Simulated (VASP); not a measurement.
# Al (Fm-3m) in VASP: settings compared

One crystal, Al, is run at these levels: RPBE, PBE; tasks: relaxation of cell and atoms, single point.

Everything below comes from runs of VASP 6.6.1. Logs are shortened: lines on timing, memory, paths and dates and some standing lists are left out, and cuts for length are marked.

### Step 1. Starting point

Symmetry: Fm-3m, No. 225, cubic system. The conventional cell has a = 4.050 Å, b = 4.050 Å, c = 4.050 Å, α = 90.00°, β = 90.00°, γ = 90.00°. Around Al (site symmetry m-3m) lie 12 Al at 2.86 Å.

### Step 2. Relaxation of cell and atoms, RPBE

INCAR

```
SYSTEM = Al
ALGO = Normal ; EDIFF = 1E-7
EDIFFG = -0.02 ; ENCUT = 600
GGA = RP ; IBRION = 2
ISIF = 3 ; ISMEAR = -1
LASPH = .TRUE. ; LCHARG = .FALSE.
LREAL = .FALSE. ; LWAVE = .FALSE.
NELM = 60 ; NSW = 40
PREC = Accurate ; SIGMA = 0.05
```

KPOINTS

```
k-points
0
G
  11 11 11
  0 0 0
```

POSCAR

```
Al
1.0
    0.0000000000      2.0248050000      2.0248050000
    2.0248050000      0.0000000000      2.0248050000
    2.0248050000      2.0248050000      0.0000000000
Al
1
Direct
    0.0000000000      0.0000000000      0.0000000000
```

Potentials or basis: VASP PAW PBE potentials, release 64 (Al).

Started as:

```console
$ cat potpaw_PBE.64/Al/POTCAR > POTCAR
$ mpirun -np 1 vasp_std > vasp.out
```

OUTCAR:

```text
SYSTEM = Al
   EDIFF = 1E-7
   EDIFFG = -0.02
   ENCUT = 600
   GGA = RP
   IBRION = 2
   ISIF = 3
   ISMEAR = -1
   LASPH = .TRUE.
   LREAL = .FALSE.
   NELM = 60
   NSW = 40
   PREC = Accurate

 ion  position               nearest neighbor table
   1  0.000  0.000  0.000-

  LATTYP: Found a face centered cubic cell.
 ALAT       =     4.0496100000

  Lattice vectors:

 A1 = (   0.0000000000,   2.0248050000,   2.0248050000)
 A2 = (   2.0248050000,   0.0000000000,   2.0248050000)
 A3 = (   2.0248050000,   2.0248050000,   0.0000000000)

Analysis of symmetry for initial positions (statically):
=====================================================================
 Subroutine PRICEL returns:
 Original cell was already a primitive cell.

 Routine SETGRP: Setting up the symmetry group for a
 face centered cubic supercell.

 Subroutine GETGRP returns: Found 48 space group operations
 (whereof 48 operations were pure point group operations)
 out of a pool of 48 trial point group operations.

The static configuration has the point symmetry O_h .

Analysis of symmetry for dynamics (positions and initial velocities):
=====================================================================
 Subroutine PRICEL returns:
 Original cell was already a primitive cell.

 Routine SETGRP: Setting up the symmetry group for a
 face centered cubic supercell.

 Subroutine GETGRP returns: Found 48 space group operations
 (whereof 48 operations were pure point group operations)
 out of a pool of 48 trial point group operations.

The dynamic configuration has the point symmetry O_h .

 Subroutine INISYM returns: Found 48 space group operations
 (whereof 48 operations are pure point group operations),
 and found     1 'primitive' translations

----------------------------------------------------------------------------------------

                                     Primitive cell

  volume of cell :      16.6027

  direct lattice vectors                    reciprocal lattice vectors
     0.000000000  2.024805000  2.024805000    -0.246937359  0.246937359  0.246937359
     2.024805000  0.000000000  2.024805000     0.246937359 -0.246937359  0.246937359
     2.024805000  2.024805000  0.000000000     0.246937359  0.246937359 -0.246937359
[... 139 lines left out ...]
  Total        0.0867859      0.0867859      0.0867859      0.0000000     -0.0000000     -0.0000000
  in kB        8.3749055      8.3749055      8.3749055      0.0000000     -0.0000000     -0.0000000
  external PRESSURE =       8.3749055 kB  Pullay stress =       0.0000000 kB

 VOLUME and BASIS-vectors are now :
 -----------------------------------------------------------------------------
  energy-cutoff  :      600.00
  volume of cell :       16.60
      direct lattice vectors                 reciprocal lattice vectors
     0.000000000  2.024805000  2.024805000    -0.246937359  0.246937359  0.246937359
     2.024805000  0.000000000  2.024805000     0.246937359 -0.246937359  0.246937359
     2.024805000  2.024805000  0.000000000     0.246937359  0.246937359 -0.246937359

 POSITION                                       TOTAL-FORCE (eV/Angst)
 -----------------------------------------------------------------------------------
      0.00000      0.00000      0.00000         0.000000      0.000000      0.000000
 -----------------------------------------------------------------------------------
    total drift:                                0.000000      0.000000      0.000000

  FREE ENERGIE OF THE ION-ELECTRON SYSTEM (eV)
  ---------------------------------------------------
  free  energy   TOTEN  =        -3.5174008108 eV

  energy  without entropy=       -3.5133965410  energy(sigma->0) =       -3.51539868

--------------------------------------- Ionic step        2  -------------------------------------------

 number of electron       3.0000000 magnetization

 Free energy of the ion-electron system (eV)
  ---------------------------------------------------
  ext. energy  EPLUGINS =         0.00000000
  ---------------------------------------------------
  free energy    TOTEN  =        -3.51783786 eV

  energy without entropy =       -3.51381620  energy(sigma->0) =       -3.51582703

 E-fermi :   7.9132     XC(G=0): -10.0733

 val. band max:        7.9055434862   @ k =  -0.4545   0.3636   0.0000
 cond. band min:       7.9337579006   @ k =   0.4545   0.1818   0.0909
 fundamental gap:      0.0282144144
 Fermi energy:         7.9131788715

 k-point     1 :       0.0000    0.0000    0.0000
  band No.  band energies     occupation
      1      -3.1088      2.00000
      2      20.3939      0.00000
      3      20.3939      0.00000
      4      20.3939      0.00000
      5      21.8740      0.00000
[... 177 lines left out ...]
 k-point    24 :      -0.1818    0.1818    0.0000
  band No.  band energies     occupation
      1      -0.7594      2.00000
      2      11.6872      0.00000
      3      13.1233      0.00000
      4      19.6505      0.00000
      5      21.6459      0.00000

 [... further k-points ...]

------------------------ aborting loop because EDIFF is reached ----------------------------------------

  FORCE on cell =-STRESS in cart. coord.  units (eV):
  Direction    XX          YY          ZZ          XY          YZ          ZX
  --------------------------------------------------------------------------------------
  -------------------------------------------------------------------------------------
  Total       -0.0157596     -0.0157596     -0.0157596      0.0000000      0.0000000     -0.0000000
  in kB       -1.5018677     -1.5018677     -1.5018677      0.0000000      0.0000000     -0.0000000
  external PRESSURE =      -1.5018677 kB  Pullay stress =       0.0000000 kB

 VOLUME and BASIS-vectors are now :
 -----------------------------------------------------------------------------
  energy-cutoff  :      600.00
  volume of cell :       16.81
      direct lattice vectors                 reciprocal lattice vectors
    -0.000000000  2.033282413  2.033282413    -0.245907798  0.245907798  0.245907798
     2.033282413 -0.000000000  2.033282413     0.245907798 -0.245907798  0.245907798
     2.033282413  2.033282413  0.000000000     0.245907798  0.245907798 -0.245907798

 POSITION                                       TOTAL-FORCE (eV/Angst)
 -----------------------------------------------------------------------------------
      0.00000      0.00000      0.00000         0.000000     -0.000000      0.000000
 -----------------------------------------------------------------------------------
    total drift:                               -0.000000      0.000000      0.000000

  FREE ENERGIE OF THE ION-ELECTRON SYSTEM (eV)
  ---------------------------------------------------
  free  energy   TOTEN  =        -3.5178378565 eV

  energy  without entropy=       -3.5138161990  energy(sigma->0) =       -3.51582703

 reached required accuracy - stopping structural energy minimisation
```

CONTCAR:

```text
Al
   1.00000000000000
    -0.0000000000000000    2.0332824129687155    2.0332824129687155
     2.0332824129687155   -0.0000000000000000    2.0332824129687155
     2.0332824129687155    2.0332824129687155    0.0000000000000000
  Al
     1
Direct
     0.0000000000000000    0.0000000000000000    0.0000000000000000

  0.00000000E+00  0.00000000E+00  0.00000000E+00
```

It took 4.4 s on 1 thread of Intel Xeon Platinum 8488C (Sapphire Rapids), shared host; peak memory 0.13 GiB.

What came out:

- Free energy: -3.5178 eV
- Relaxed volume: 16.81 Å³/atom
- Relaxed cell: a = 2.875 Å, b = 2.875 Å, c = 2.875 Å, α = 60.00°, β = 60.00°, γ = 60.00°
- Space group after relaxing (to 0.05 Å): Fm-3m (No. 225)
- Energy gained by relaxing: 0.4 meV/atom
- Ionic steps: 2
- Pressure after relaxing: -0.2 GPa
- Band gap on the k mesh: none (metal or under the smearing width)

The path:
| step | energy change (eV) | largest force (eV/Å) | pressure (GPa) | volume (Å³) |
| --- | --- | --- | --- | --- |
| 1 | 0.0000 | 0.0000 | 0.84 | 16.60 |
| 2 | -0.0004 | 0.0000 | -0.15 | 16.81 |

Final structure:
```cif
data_structure
_symmetry_space_group_name_H-M 'P 1'
_symmetry_Int_Tables_number 1
_cell_length_a 2.8755
_cell_length_b 2.8755
_cell_length_c 2.8755
_cell_angle_alpha 60.000
_cell_angle_beta 60.000
_cell_angle_gamma 60.000
_cell_volume 16.81
loop_
_atom_site_label
_atom_site_type_symbol
_atom_site_fract_x
_atom_site_fract_y
_atom_site_fract_z
_atom_site_occupancy
Al1 Al 0.00000 0.00000 0.00000 1
```

Caveat: the PAW data sets were made with another functional, which shifts forces and pressure a little.

### Step 3. Single point, PBE

INCAR

```
PREC = Accurate ; ENCUT = 520
EDIFF = 1E-7 ; ISMEAR = 0
SIGMA = 0.012 ; LREAL = F
LASPH = T ; NELM = 60
ALGO = Fast ; ISIF = 2
LWAVE = F ; LCHARG = F
GGA = PE
```

KPOINTS

```
regular mesh
0
Gamma
  11 11 11
```

POSCAR is that of step 2.

Potentials or basis: VASP PAW PBE potentials, release 64 (Al).

Started as:

```console
$ cat potpaw_PBE.64/Al/POTCAR > POTCAR
$ mpirun -np 1 vasp_std > vasp.out
```

It took 3.4 s on 1 thread of Intel Xeon Platinum 8375C at 2.90GHz (Ice Lake), shared host; peak memory 0.13 GiB.

It converged, with:

* Free energy: -3.7526 eV
* Pressure: -0.6 GPa
* Band gap on the k mesh: none (metal or under the smearing width)

Levels at points of the mesh, in eV from the Fermi level:
| k point | band 1 | band 2 | band 3 | band 4 | band 5 |
| --- | --- | --- | --- | --- | --- |
| (0.00, 0.00, 0.00) | -11.12 | 12.56 | 12.56 | 12.56 | 14.00 |

### Step 4. Single point, PBE

INCAR

```
SYSTEM = Al
ALGO = Normal
EDIFF = 1E-6
ENCUT = 520
GGA = PE
ISIF = 2
ISMEAR = 0
LASPH = .True.
LCHARG = .False.
LREAL = .False.
LWAVE = .False.
NELM = 60
PREC = Accurate
SIGMA = 0.026000000000000002
```

KPOINTS

```
k-points
0
Gamma
  11 11 11
  0 0 0
```

POSCAR is that of step 3.

Started as:

```console
$ cat potpaw_PBE.64/Al/POTCAR > POTCAR
$ mpirun -np 1 vasp_std > vasp.out
```

Run time: 2 s. Hardware: 1 thread of Intel Xeon 6975P-C (Granite Rapids), shared host; peak memory 0.12 GiB.

It converged, with:

- Free energy: -3.7528 eV
- Pressure: -0.5 GPa
- Band gap on the k mesh: none (metal or under the smearing width)

Levels at points of the mesh, in eV from the Fermi level:
| k point | band 1 | band 2 | band 3 | band 4 | band 5 |
| --- | --- | --- | --- | --- | --- |
| (0.00, 0.00, 0.00) | -11.11 | 12.56 | 12.56 | 12.56 | 14.01 |

### Step 5. Overview

| task | level | cell | cutoff (eV) | smearing | gap on the mesh (eV) | pressure (GPa) |
| --- | --- | --- | --- | --- | --- | --- |
| relaxation of cell and atoms | RPBE | relaxed | 600 | fermi-dirac 0.05 eV | none | -0.2 |
| single point | PBE | as given | 520 | gaussian 0.012 eV | none | -0.6 |
| single point | PBE | as given | 520 | gaussian 0.026 eV | none | -0.5 |

Alike in all rows: potentials or basis VASP PAW PBE potentials, release 64 (Al); no spin polarisation; k mesh 11 × 11 × 11.

Caveats: the PAW data sets were made with another functional, which shifts forces and pressure a little (some runs).

Absolute energies hang on the potentials; compare differences alone.

### Step 6. How close it comes

Step 2. The cell as given is a measured one (16.60 Å³/atom); RPBE puts the equilibrium volume +1.3 % from it, thermal expansion not counted.
